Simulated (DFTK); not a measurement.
BN:

```
N B
1.0
     0.00000    1.81300    1.81300
     1.81300    0.00000    1.81300
     1.81300    1.81300    0.00000
N B
1 1
Cartesian
  0.9065 0.9065 0.9065
  0.0000 0.0000 0.0000
```

The cell is a database's computed one.

Program: DFTK 0.8.2. Alike in all runs: task band structure; no spin polarisation; cell as given; smearing fermi-dirac 0.05 eV.

Q: Order these runs on this cell by their pressure, lowest first.
A. level r2SCAN; potentials or basis cp2k.nc.sr.pbe.v0_1.semicore.gth (PBE, GTH); k mesh 10 × 10 × 10; cutoff (eV) 2884
B. level LDA; potentials or basis cp2k.nc.sr.lda.v0_1.largecore.gth (LDA, GTH); k mesh 13 × 13 × 13; cutoff (eV) 2231
C. level PBEsol; potentials or basis SPMS 1.0 (PBE); k mesh 13 × 13 × 13; cutoff (eV) 1225

A: B (-15.6 GPa), C (-6.0 GPa), A (-3.2 GPa).

Caveats: the potentials were made for another functional, which shifts forces and pressure (some runs); GTH potentials come without recommended cutoffs, and this one wasn't checked for convergence (some runs); so large a pressure means that the cell lies far from this level's equilibrium, or that cutoff or potentials fall short (some runs).

Runs at the PBE level aren't shown here.
